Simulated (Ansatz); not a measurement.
# MgB2 (P6/mmm) in Ansatz: further runs

Runs on MgB2. Level: LDA. Tasks: single point, equation of state.

All numbers are computed with Ansatz 0.2.0; they aren't measurements. Logs are shortened: lines on timing, memory, paths and dates and some standing lists are left out, and cuts for length are marked.

**1. The crystal as given**

It takes space group P6/mmm (No. 191, hexagonal). The conventional cell has a = 3.085 Å, b = 3.085 Å, c = 3.523 Å, α = 90.00°, β = 90.00°, γ = 120.00°. Mg (site symmetry 6/mmm) has 12 B at 2.51 Å as nearest neighbours. B (site symmetry -6m2) is surrounded by 3 B at 1.78 Å.

**2. Single point, LDA, 9.10 Å³/atom (volume scaled by 0.94)**

input.yaml reads:

```yaml
crystal:
  lattice:
    - [3.0220231454, 0.0, 0.0]
    - [-1.5110115727, 2.6171488148, 0.0]
    - [0.0, 0.0, 3.451081861]
  atoms:
    - { symbol: Mg, position: [0.0, 0.0, 0.0] }
    - { symbol: B, position: [0.6666666667, 0.3333333333, 0.5] }
    - { symbol: B, position: [0.3333333333, 0.6666666667, 0.5] }
kpoints:
  mp_grid: { grid: [10, 10, 8] }
scf:
  occupations: { method: fermi_dirac, width: 0.05 }
hamiltonian:
  xc: lda
  pseudopotentials: { kind: all_electron, lapw: { basis_error: 0.002 } }
output:
  forces: true
  stress: true
  eigenvalues: true
```

Potentials or basis: all-electron LAPW, scalar-relativistic.

Run with:

```sh
ansatz run input.yaml --threads 2 --pin off --max-ram 8192MiB --backend cpu --events-out ev --progress --plain --runs-dir out
```

The log of the run:

```text
Warning: RAYON_NUM_THREADS=2 ignored (pool sized by the plan → 2); use --threads N
LAPW: plane waves up to 8.634 Å⁻¹, error target 2.0e-3 eV per atom; small_component_spin mean_spin; B in spheres of 0.872 Å, 5 of its electrons in bands, Dirac shells []; Mg in spheres of 1.075 Å, 10 of its electrons in bands, Dirac shells [] (how accurate: hamiltonian.pseudopotentials.lapw.basis_error, Limitations)
Engine: ansatz 0.2.0, x86_64-unknown-linux-gnu
Pseudopotentials: kind: all_electron
Pseudopotential: Mg, LAPW, valence charge 10, lapw/all_electron/scalar/gaussian/Mg, Koelling and Harmon's equation, gaussian nucleus
Pseudopotential: B, LAPW, valence charge 5, lapw/all_electron/scalar/gaussian/B, Koelling and Harmon's equation, gaussian nucleus
Functional definition: SPW92
  exchange = slater_x
  correlation = pw_c
Crystal: 3 atoms, lattice volume = 27.295 Å³
Basis set: ecut = 284.0250149121334 eV, 291 PW (Γ), exchange–correlation at level 2
Bands: 14, of which v1, the nominal top of the filled ones, is band 10 counted from 1 (9 counted from 0)
Symmetry: 24 space group operations
Space group: P6/mmm (ITA 191), of the structure as read, at distance tolerance 3.0e-5 Å
k-points: 70 of 800
Non-local potential: Mg, projectors of the file, none
Non-local potential: B, projectors of the file, none
Initial density: superposition of atomic densities (chi_scale 0.1, normalization cell, long waves kept (reshape's long-wave potential 0.00 eV rms))
Initial wavefunctions: plane waves of lowest kinetic energy (no species holds an atomic orbital)
Functional: x = slater, c = lda
iter 1 solved again at ethr=2.29e-2 eV; its pass at ethr=1.00e-1 eV (dr2=4.58e0 eV) is discarded
SCF iter   1: F=—  HF=-6771.829630 eV  |F-HF|=—  |Δ(HF+E_count)|=         —  Δρ=9.51e-2  dr2=4.59e0  ethr=2.29e-2  ⟨swp⟩=2.0  Hψ=7078  notcnv=0
preconditioner: auto → none  [metal: Δε(μ)=0.073 eV  Ē_g=12.256 eV  σ=0.050 eV  W_gap=0.33  n_scr=8 (ndim 8)  ℏωp=20.1 eV  f_vac=0.000  D(μ)=0.53/eV (n_scr^D=2)  sad-step TF]
SCF iter   2: F=—  HF=-6770.621261 eV  |F-HF|=—  |Δ(HF+E_count)|=    1.21e0  Δρ=5.96e-2  dr2=1.98e0  ethr=2.29e-2  ⟨swp⟩=2.0  Hψ=2662  notcnv=0
iter 3 solved again at ethr=9.48e-4 eV; its pass at ethr=9.90e-3 eV (dr2=1.90e-1 eV) is discarded
SCF iter   3: F=—  HF=-6769.931348 eV  |F-HF|=—  |Δ(HF+E_count)|=   6.90e-1  Δρ=2.06e-2  dr2=1.90e-1  ethr=9.48e-4  ⟨swp⟩=2.0  Hψ=5314  notcnv=0
SCF iter   4: F=—  HF=-6769.859703 eV  |F-HF|=—  |Δ(HF+E_count)|=   7.16e-2  Δρ=2.12e-3  dr2=8.62e-4  ethr=9.48e-4  ⟨swp⟩=3.0  Hψ=3047  notcnv=0
SCF iter   5: F=—  HF=-6769.859134 eV  |F-HF|=—  |Δ(HF+E_count)|=   5.69e-4  Δρ=9.52e-4  dr2=3.97e-4  ethr=4.31e-6  ⟨swp⟩=3.0  Hψ=2651  notcnv=0
SCF iter   6: F=—  HF=-6769.859007 eV  |F-HF|=—  |Δ(HF+E_count)|=   1.27e-4  Δρ=1.90e-4  dr2=1.67e-5  ethr=1.98e-6  ⟨swp⟩=2.7  Hψ=2465  notcnv=0
SCF iter   7: F=—  HF=-6769.858998 eV  |F-HF|=—  |Δ(HF+E_count)|=   9.00e-6  Δρ=2.56e-5  dr2=1.98e-7  ethr=8.33e-8  ⟨swp⟩=3.0  Hψ=2615  notcnv=0
SCF iter   8: F=-6769.858998 eV  HF=-6769.858998 eV  |F-HF|=3.57e-9  |Δ(HF+E_count)|=   7.27e-8  Δρ=4.31e-6  dr2=4.94e-9  ethr=9.88e-10  ⟨swp⟩=2.9  Hψ=2476  notcnv=0
SCF 1 converged in 8 iterations: F = -6769.858998 eV  dr2 = 4.94e-9
SCF converged after 8 iterations
Free energy (F): -6769.858998 eV
Harris-Foulkes:  -6769.858998 eV  (|F-HF|=3.57e-9)
Internal energy: -6769.852319 eV  (E = F + TS)
E sigma→0 (E₀):  -6769.855658 eV
Entropy (-TS):   -0.006679 eV (-2.226 meV/atom)
Fermi energy:    9.697017 eV
--- Per-component energies (eV) ---
  E_band       = -925.237824
  E_kinetic    = 6761.433403
  E_xc         = -635.743994
  E_electrostatic = -12895.541727  (all electrons and nuclei)
  E_smearing   = -0.006679  (= −TS)
  E_closure    = 0.000000  (closes the sum)
  E_atoms      = -6752.706543  (free atoms, spherical and without spin; not in F)
  Σ components = -6769.858998   (vs F -6769.858998, Δ=0.00e0)
  Basis errors (estimates in eV, not in F): energy 1.1e-3 per atom: plane waves 1.1e-3 (6.3e-4 summed), levels above the bands 6.2e-83, relativity 3.8e-9, radial functions 2.5e-5, core shells 3.8e-12; eigenvalues (radial functions only) 1.1e-5; not estimated: angular momenta, meshes, grids; target (lapw.basis_error) 2.0e-3; muffin-tin radii B 0.872 Å, Mg 1.075 Å
--- Forces (eV/Å), atoms counted from 1 ---
  atom   1  Mg     0.00000000     0.00000000     0.00000000
  atom   2  B      0.00000000    -0.00000000     0.00000000
  atom   3  B      0.00000000     0.00000000     0.00000000
  max |Σ_I F_I| component: 1.85e-17 eV/Å
--- Stress (GPa, compression-positive) ---
        3.024836       0.000000       0.000000
       -0.000000       3.024836       0.000000
        0.000000       0.000000      -0.035351
  P = ⅓ Tr σ = 2.0048 GPa (20.048 kbar)
--- Band table (eV; the first three rows and the last of 70) ---
  k-point 0: bands = ["-160.0798", "-160.0611", "-64.7064", "-32.1186", "-32.1186", "-32.1132", "-3.0044", "6.6035", "10.0534", "10.0534", "11.4465", "16.1945", "16.1945", "18.5365"]
  k-point 1: bands = ["-160.0798", "-160.0611", "-64.7063", "-32.1185", "-32.1185", "-32.1147", "-2.8604", "5.6174", "10.1083", "10.1083", "12.7544", "16.2366", "16.2366", "18.4155"]
  k-point 2: bands = ["-160.0798", "-160.0611", "-64.7062", "-32.1183", "-32.1182", "-32.1182", "-2.4547", "3.9469", "10.2466", "10.2466", "15.3772", "16.3433", "16.3433", "18.1771"]
  k-point 69: bands = ["-160.0716", "-160.0693", "-64.7006", "-32.1576", "-32.1480", "-32.1137", "2.5862", "3.8469", "4.5998", "6.8070", "8.2466", "13.6180", "20.8512", "21.5765"]
```

It took 5.3 s on 2 threads of AMD EPYC 7R43 (Zen 3), shared host; peak memory 0.31 GiB.

What came out:

```yaml
Free_energy: -6769.8590 eV
Pressure: 2.0 GPa
Band_gap_on_the_k_mesh: none (metal or under the smearing width)
```

**3. Single point, LDA, 9.29 Å³/atom (volume scaled by 0.96)**

input.yaml: that of step 2 with these lines changed.

```diff
@@ -2,5 +2,5 @@
   lattice:
-    - [3.0220231454, 0.0, 0.0]
-    - [-1.5110115727, 2.6171488148, 0.0]
-    - [0.0, 0.0, 3.451081861]
+    - [3.0433056997, 0.0, 0.0]
+    - [-1.5216528499, 2.6355800475, 0.0]
+    - [0.0, 0.0, 3.4753860551]
   atoms:
```

Potentials or basis: all-electron LAPW, scalar-relativistic.

Run with:

```sh
ansatz run input.yaml --threads 2 --pin off --max-ram 8192MiB --backend cpu --events-out ev --progress --plain --runs-dir out
```

Wall time 6.8 s (2 threads of AMD EPYC 7R43 (Zen 3), shared host); peak memory 0.29 GiB.

The run converged. Its results:

```
Free energy            : -6769.8598 eV
Pressure               : -1.5 GPa
Band gap on the k mesh : none (metal or under the smearing width)
```

**4. Single point, LDA, 9.49 Å³/atom (volume scaled by 0.98)**

input.yaml: that of step 3 with these lines changed.

```diff
@@ -2,5 +2,5 @@
   lattice:
-    - [3.0433056997, 0.0, 0.0]
-    - [-1.5216528499, 2.6355800475, 0.0]
-    - [0.0, 0.0, 3.4753860551]
+    - [3.0642946782, 0.0, 0.0]
+    - [-1.5321473391, 2.653757036, 0.0]
+    - [0.0, 0.0, 3.4993549923]
   atoms:
```

Run with:

```sh
ansatz run input.yaml --threads 2 --pin off --max-ram 8192MiB --backend cpu --events-out ev --progress --plain --runs-dir out
```

Run time: 4.7 s. Hardware: 2 threads of AMD EPYC 7R43 (Zen 3), shared host; peak memory 0.31 GiB.

Results (log left out):

```
Free energy            : -6769.8487 eV
Pressure               : -4.6 GPa
Band gap on the k mesh : none (metal or under the smearing width)
```

**5. Single point, LDA, 9.68 Å³/atom**

input.yaml: that of step 4 with these lines changed.

```diff
@@ -2,5 +2,5 @@
   lattice:
-    - [3.0642946782, 0.0, 0.0]
-    - [-1.5321473391, 2.653757036, 0.0]
-    - [0.0, 0.0, 3.4993549923]
+    - [3.085, 0.0, 0.0]
+    - [-1.5425, 2.6716883707, 0.0]
+    - [0.0, 0.0, 3.523]
   atoms:
```

Run with:

```sh
ansatz run input.yaml --threads 2 --pin off --max-ram 8192MiB --backend cpu --events-out ev --progress --plain --runs-dir out
```

Run time: 6.8 s. Hardware: 2 threads of AMD EPYC 7R43 (Zen 3), shared host; peak memory 0.29 GiB.

Results (log left out):

| Property | Result |
| --- | --- |
| Free energy | -6769.8267 eV |
| Pressure | -7.5 GPa |
| Band gap on the k mesh | none (metal or under the smearing width) |

**6. Single point, LDA, 9.87 Å³/atom (volume scaled by 1.02)**

input.yaml: that of step 5 with these lines changed.

```diff
@@ -2,5 +2,5 @@
   lattice:
-    - [3.085, 0.0, 0.0]
-    - [-1.5425, 2.6716883707, 0.0]
-    - [0.0, 0.0, 3.523]
+    - [3.105431059, 0.0, 0.0]
+    - [-1.5527155295, 2.6893821868, 0.0]
+    - [0.0, 0.0, 3.5463318058]
   atoms:
```

Potentials or basis: all-electron LAPW, scalar-relativistic.

Run with:

```sh
ansatz run input.yaml --threads 2 --pin off --max-ram 8192MiB --backend cpu --events-out ev --progress --plain --runs-dir out
```

Wall time 6.3 s (2 threads of AMD EPYC 7R43 (Zen 3), shared host); peak memory 0.3 GiB.

It converged, with:

- Free energy: -6769.7948 eV
- Pressure: -10.1 GPa
- Band gap on the k mesh: none (metal or under the smearing width)

**7. Single point, LDA, 10.07 Å³/atom (volume scaled by 1.04)**

input.yaml: that of step 6 with these lines changed.

```diff
@@ -2,5 +2,5 @@
   lattice:
-    - [3.105431059, 0.0, 0.0]
-    - [-1.5527155295, 2.6893821868, 0.0]
-    - [0.0, 0.0, 3.5463318058]
+    - [3.1255967608, 0.0, 0.0]
+    - [-1.5627983804, 2.7068461969, 0.0]
+    - [0.0, 0.0, 3.5693605797]
   atoms:
```

Run with:

```sh
ansatz run input.yaml --threads 2 --pin off --max-ram 8192MiB --backend cpu --events-out ev --progress --plain --runs-dir out
```

It took 6.3 s on 2 threads of AMD EPYC 7R43 (Zen 3), shared host; peak memory 0.29 GiB.

The run converged. Its results:

- Free energy: -6769.7539 eV
- Pressure: -12.4 GPa
- Band gap on the k mesh: none (metal or under the smearing width)

**8. Single point, LDA, 10.26 Å³/atom (volume scaled by 1.06)**

input.yaml: that of step 7 with these lines changed.

```diff
@@ -2,5 +2,5 @@
   lattice:
-    - [3.1255967608, 0.0, 0.0]
-    - [-1.5627983804, 2.7068461969, 0.0]
-    - [0.0, 0.0, 3.5693605797]
+    - [3.1455055572, 0.0, 0.0]
+    - [-1.5727527786, 2.7240877203, 0.0]
+    - [0.0, 0.0, 3.5920959734]
   atoms:
```

Run with:

```sh
ansatz run input.yaml --threads 2 --pin off --max-ram 8192MiB --backend cpu --events-out ev --progress --plain --runs-dir out
```

Run time: 6.1 s. Hardware: 2 threads of AMD EPYC 7R43 (Zen 3), shared host; peak memory 0.29 GiB.

The run converged. Its results:

```yaml
Free_energy: -6769.7049 eV
Pressure: -14.6 GPa
Band_gap_on_the_k_mesh: none (metal or under the smearing width)
```

**9. Equation of state, LDA**

Potentials or basis: all-electron LAPW, scalar-relativistic.

No new run: the results of the series are fitted here.

Results:

```
Equilibrium volume                        : 9.21 Å³/atom
Bulk modulus at fixed shape and positions : 164 GPa
Pressure derivative of the bulk modulus   : 3.6
```

Energy against volume, from the lowest point:
| volume (Å³/atom) | energy (meV/atom) |
| --- | --- |
| 9.098 | 0.28 |
| 9.292 | 0.00 |
| 9.485 | 3.71 |
| 9.679 | 11.05 |
| 9.873 | 21.68 |
| 10.066 | 35.31 |
| 10.260 | 51.66 |

Caveat: the cell was scaled at fixed shape and fractional positions, which overstates the stiffness of a crystal with free parameters, most of all of layers and chains.
